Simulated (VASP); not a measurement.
Here is a VASP 6.6.1 calculation.

INCAR

```
  PREC = Accurate
  ENCUT = 520
  EDIFF = 1E-7
  ISMEAR = 0
  SIGMA = 0.02
  LREAL = F
  LASPH = T
  NELM = 80
  ALGO = Fast
  ISIF = 2
  LWAVE = F
  LCHARG = F
  GGA = PS
  NBANDS = 11
```

File KPOINTS:

```
Automatic mesh
0
Gamma
  12 12 12
```

POSCAR

```
Si
1.0
    0.0000000000      2.7168139080      2.7168139080
    2.7168139080      0.0000000000      2.7168139080
    2.7168139080      2.7168139080      0.0000000000
Si
2
Direct
    0.7500000000      0.7500000000      0.7500000000
    0.5000000000      0.5000000000      0.5000000000
```

Potentials or basis: VASP PAW PBE potentials, release 64 (Si).

Command:

```bash
$ cat potpaw_PBE.64/Si/POTCAR > POTCAR
$ mpirun -np 1 vasp_std > vasp.out
```

Q: Estimate the pressure.

A: 0.1 GPa.

Q: What does it give for the band gap on the k mesh?

A: 0.46 eV, indirect (least direct gap 2.52 eV).

Caveat: the PAW data sets were made with another functional, which shifts forces and pressure a little. A k mesh can miss the band edges.
